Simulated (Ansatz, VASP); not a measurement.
## Te: VASP beside Ansatz

File INCAR:

```
SYSTEM = Te
ALGO = Normal ; EDIFF = 1E-6
ENCUT = 520 ; GGA = PS
ISIF = 2 ; ISMEAR = -1
LASPH = .True. ; LCHARG = .False.
LREAL = .False. ; LWAVE = .False.
NBANDS = 13 ; NELM = 100
PREC = Accurate ; SIGMA = 0.08
```

The input KPOINTS:

```
k-points
0
Gamma
  14 14 8
  0 0 0
```

The input POSCAR:

```
Te
1.0
    2.6856142709      0.0000000000      0.0000000000
   -1.3428071355      2.3258101833      0.0000000000
    0.0000000000      0.0000000000      4.2493134084
Te
2
Direct
    0.3333333333      0.6666666667      0.2500000000
    0.6666666667      0.3333333333      0.7500000000
```

Input for Ansatz:

```yaml
crystal:
  lattice:
    - [2.6856142709, 0.0, 0.0]
    - [-1.3428071355, 2.3258101833, 0.0]
    - [0.0, 0.0, 4.2493134084]
  atoms:
    - { symbol: Te, position: [0.3333333333, 0.6666666667, 0.25] }
    - { symbol: Te, position: [0.6666666667, 0.3333333333, 0.75] }
kpoints:
  mp_grid: { grid: [14, 14, 8] }
  band_path:
    path:
      - [0.0, 0.0, 0.0]
      - [0.5, 0.0, 0.0]
      - [0.3333333333, 0.3333333333, 0.0]
      - [0.0, 0.0, 0.0]
      - [0.0, 0.0, 0.5]
      - [0.5, 0.0, 0.5]
      - [0.3333333333, 0.3333333333, 0.5]
      - [0.0, 0.0, 0.5]
      - [0.5, 0.0, 0.5]
    npoints: 8
scf:
  occupations: { method: fermi_dirac, width: 0.08 }
hamiltonian:
  xc: pbesol
  pseudopotentials: { kind: all_electron, lapw: { basis_error: 0.001 } }
output:
  forces: true
  stress: true
  eigenvalues: true
  populations: true
  dos: { projected: true, de: 0.2, e_range: [-14, 8] }
```

Change from the starting cell: volume scaled by 0.45, LAPW.

Alike in both runs: task single point; functional PBEsol; k mesh 14 × 14 × 8; occupations fermi-dirac, width 0.08 eV; no spin polarisation.

```csv
,VASP,Ansatz
version,VASP 6.6.1,Ansatz 0.2.0
potentials or method,"VASP PAW PBE potentials, release 64 (Te)","all-electron LAPW, scalar-relativistic"
plane-wave cutoff (eV),520,see its input
```

VASP gave:

| Property | Result |
| --- | --- |
| pressure (GPa) | 237.9 |
| largest component of the traceless stress (GPa) | 0.95 |

Which values does Ansatz return?

Pressure (GPa): 232.6; largest component of the traceless stress (GPa): 0.58.

Ansatz ran all-electron here, so the differences hold the error of VASP's frozen core and of both bases.

Caveats: the cell as given lies far from equilibrium; so large a pressure means that the cell lies far from this level's equilibrium, or that cutoff or potentials fall short (VASP); the potentials were made for another functional, which shifts forces and pressure (VASP). Spin-orbit coupling is left out, which matters for the levels of Te.
